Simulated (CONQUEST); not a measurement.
**ZnS under changes of volume**

One of the cells (19.727 Å³/atom); the others are scaled copies at fixed shape and fractional positions:

```
Zn S
1.0
     3.82121    0.00000    0.00000
     0.00000    3.82121    0.00000
     0.00000    0.00000    5.40400
Zn S
2 2
Direct
  0.00000 0.50000 0.25000
  0.50000 0.00000 0.75000
  0.00000 0.00000 0.00000
  0.50000 0.50000 0.50000
```

```yaml
Program: CONQUEST 1.3
Functional: PBE
Potentials_or_basis: PseudoDojo NC PBE, DZP, grid of 36 × 36 × 60 points
k_mesh: 7 × 7 × 5
Occupations: fermi-dirac, width 0.05 eV
Spin: no spin polarisation
```

```tsv
volume (Å³/atom)	energy over the lowest point (meV/atom)	pressure (GPa)	gap on the mesh (eV)
18.543	?	?	?
18.938	42.56	7.7	2.56
19.332	25.95	5.9	2.45
19.727	13.56	4.2	2.34
20.121	5.44	2.4	2.23
20.516	1.13	1.1	2.13
20.910	0.00	-0.1	2.03
```

Task: What does the run at 18.543 Å³/atom give?

Result: Energy over the lowest point 63.76 meV/atom; pressure 9.5 GPa; gap on the mesh 2.68 eV.

Worked out: A Birch-Murnaghan fit of order 3 (a polynomial in V^(-2/3)) to the other rows has its minimum at 20.84 Å³/atom with B0 = V·E''(V) = 68 GPa and B' = 3.9. It gives 64.28 meV/atom at 18.543 Å³/atom, against the run's 63.76, and -dE/dV = 9.9 GPa, against 9.5. A straight line through the other rows of the gap, of slope -5.37 eV per unit of ln V, extrapolates to 2.67 eV, against the run's 2.68.

Energies are extrapolated to zero smearing.

Caveats: an odd mesh through Γ misses points on the zone boundary, where band edges often lie; the basis of atomic orbitals isn't converged, which shifts pressures, moduli and gaps; the real-space grid breaks the cell's symmetry a little (some runs).
